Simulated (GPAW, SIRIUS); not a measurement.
This is a calculation of HgTe (Coloradoite) for SIRIUS 7.10.0. 

File sirius.json:

```json
{
  "control": {
    "processing_unit": "cpu",
    "verbosity": 2,
    "num_bands_to_print": 27,
    "print_forces": true,
    "print_stress": true
  },
  "parameters": {
    "electronic_structure_method": "pseudopotential",
    "xc_functionals": ["XC_GGA_X_PBE", "XC_GGA_C_PBE"],
    "gk_cutoff": 9.1,
    "pw_cutoff": 18.2,
    "ngridk": [7, 7, 7],
    "shiftk": [0, 0, 0],
    "smearing": "fermi_dirac",
    "smearing_width": 0.0018374661,
    "num_bands": 27,
    "num_mag_dims": 0,
    "num_dft_iter": 100,
    "energy_tol": 1e-08,
    "density_tol": 1e-06
  },
  "iterative_solver": {
    "type": "davidson",
    "min_tolerance": 1e-09,
    "tolerance_scale": [0.1, 0.25]
  },
  "mixer": {
    "type": "anderson",
    "beta": 0.7,
    "max_history": 8
  },
  "settings": {
    "tol_ne": 1e-10,
    "pseudo_grid_cutoff": 6.5
  },
  "unit_cell": {
    "lattice_vectors": [
      [0.0, 6.07452462761, 6.07452462761],
      [6.07452462761, 0.0, 6.07452462761],
      [6.07452462761, 6.07452462761, 0.0]
    ],
    "atom_coordinate_units": "lattice",
    "atom_types": ["Hg", "Te"],
    "atom_files": {
      "Hg": "Hg.json",
      "Te": "Te.json"
    },
    "atoms": {
      "Hg": [
        [0.0, 0.0, 0.0]
      ],
      "Te": [
        [0.75, 0.75, 0.75]
      ]
    }
  }
}
```

Potentials or basis: in-house norm-conserving set, PBE (scalar relativistic).

The run is started by

```console
$ upf_to_json Hg.upf
$ upf_to_json Te.upf
$ OMP_NUM_THREADS=1 sirius.scf --input=sirius.json --output=out.json --task=0
```

**Question.** Translate it to GPAW 26.7.0. Potentials or basis there: GPAW PAW data sets (gpaw-data 1.2.1), cutoff 600 eV.

**Answer.** As run (cutoffs and basis follow the program's own potentials, and thresholds, step limits or extra output files can differ):

The input run.py:

```python
from ase.io import read
from gpaw import PW
from gpaw.dft import DFT

atoms = read('POSCAR')

dft = DFT(atoms,
          mode=PW(600),
          xc='PBE',
          kpts={'size': (7, 7, 7), 'gamma': True},
          occupations={'name': 'fermi-dirac', 'width': 0.05},
          nbands=18,
          convergence={'density': 1e-05, 'energy': 1e-05},
          maxiter=150,
          txt='gpaw.txt')
print(f'Energy: {dft.calculate_energy():.6f} eV')
print('Forces (eV/A):')
print(dft.calculate_forces().round(4))
print('Stress (eV/A^3):', dft.calculate_stress().round(6))
dft.write_gpw_file('gs.gpw')
```

The input POSCAR:

```
HgTe
1.0
    0.0000000000      3.2145000000      3.2145000000
    3.2145000000      0.0000000000      3.2145000000
    3.2145000000      3.2145000000      0.0000000000
Hg Te
1 1
Direct
    0.0000000000      0.0000000000      0.0000000000
    0.7500000000      0.7500000000      0.7500000000
```

Potentials or basis: GPAW PAW data sets (gpaw-data 1.2.1), pw.

Run with:

```sh
$ OMP_NUM_THREADS=1 python run.py
```

Both were run:

|  | SIRIUS | GPAW |
| --- | --- | --- |
| Pressure | 4.6 GPa | 4.5 GPa |

The potentials hold 36 and 24 valence electrons a cell.

Pressure is positive in compression.
